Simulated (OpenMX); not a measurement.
Set up this calculation in OpenMX 3.8.5, as the native input.

```
Task                : band structure
Functional          : PBE
Potentials or basis : OpenMX 2013 PBE set, Pt7.0-s3p2d2f2, Te7.0-s3p3d2f1, grid cutoff 500 Ry
k mesh              : 9 × 9 × 5
Occupations         : fermi-dirac, width 0.05 eV
Spin                : no spin polarisation
Mixing scheme       : rmm-diisk
SCF threshold       : 1e-08 Ha
Solver              : band
Max SCF cycles      : 100
```

Crystal: Te2Pt (Moncheite).

```
Pt Te
1.0
     4.01000    0.00000    0.00000
    -2.00500    3.47276    0.00000
     0.00000    0.00000    5.20100
Pt Te
1 2
Direct
  0.00000 0.00000 0.00000
  0.66667 0.33333 0.75000
  0.33333 0.66667 0.25000
```

These files were run (other wordings do the same):

Te2Pt.dat

```
System.CurrrentDirectory             ./
System.Name                          Te2Pt
DATA.PATH                            ./DFT_DATA13
level.of.stdout                      1
level.of.fileout                     0
Species.Number                       2
<Definition.of.Atomic.Species
  Pt  Pt7.0-s3p2d2f2         Pt_PBE13
  Te  Te7.0-s3p3d2f1         Te_PBE13
Definition.of.Atomic.Species>

Atoms.Number                         3
Atoms.SpeciesAndCoordinates.Unit     FRAC
<Atoms.SpeciesAndCoordinates
    1  Pt    0.0000000000    0.0000000000    0.0000000000   8.000  8.000
    2  Te    0.6666666667    0.3333333333    0.7500000000   8.000  8.000
    3  Te    0.3333333333    0.6666666667    0.2500000000   8.000  8.000
Atoms.SpeciesAndCoordinates>

Atoms.UnitVectors.Unit               Ang
<Atoms.UnitVectors
     4.0100000000    0.0000000000    0.0000000000
    -2.0050000000    3.4727618692    0.0000000000
     0.0000000000    0.0000000000    5.2010000000
Atoms.UnitVectors>

scf.XcType                           GGA-PBE
scf.SpinPolarization                 off
scf.ElectronicTemperature            580.226
scf.energycutoff                     500.0
scf.maxIter                          100
scf.EigenvalueSolver                 band
scf.Kgrid                            9 9 5
scf.Mixing.Type                      rmm-diisk
scf.Init.Mixing.Weight               0.05
scf.Min.Mixing.Weight                0.001
scf.Max.Mixing.Weight                0.3
scf.Mixing.History                   25
scf.Mixing.StartPulay                8
scf.criterion                        1.0e-8
scf.stress.tensor                    on
MD.Type                              nomd
Band.dispersion                      on
Band.Nkpath                          9
<Band.kpath
   11   0.000000  0.000000  0.000000    0.500000  0.000000  0.000000  G M
    6   0.500000  0.000000  0.000000    0.333333  0.333333  0.000000  M K
   12   0.333333  0.333333  0.000000    0.000000  0.000000  0.000000  K G
    7   0.000000  0.000000  0.000000    0.000000  0.000000  0.500000  G A
   11   0.000000  0.000000  0.500000    0.500000  0.000000  0.500000  A L
    6   0.500000  0.000000  0.500000    0.333333  0.333333  0.500000  L H
   12   0.333333  0.333333  0.500000    0.000000  0.000000  0.500000  H A
    7   0.500000  0.000000  0.500000    0.500000  0.000000  0.000000  L M
    7   0.333333  0.333333  0.000000    0.333333  0.333333  0.500000  K H
Band.kpath>
```

Potentials or basis: OpenMX 2013 PBE set, Pt7.0-s3p2d2f2, Te7.0-s3p3d2f1, grid cutoff 500 Ry.

Launch:

```sh
$ openmx Te2Pt.dat -nt 1 > Te2Pt.std
```

Results of the run:

```yaml
Pressure: 11.3 GPa
Largest_force: 1.440 eV/Å
Band_gap_along_the_path: none (metal or under the smearing width)
Mulliken_charges: Pt +0.41; Te -0.20 e
```

Caveat: Mulliken charges move with the basis; spin-orbit coupling is left out, which moves the levels of the heavy elements; the basis of atomic orbitals isn't converged, which shifts pressures, moduli and gaps; forces of over 1 eV/Å show positions far from the minimum, so gaps and moduli don't describe the material at rest.

It took 7.3 min on 1 thread of Intel(R) Xeon(R) 6975P-C (Granite Rapids), on a shared host, peak memory 1.5 GiB.
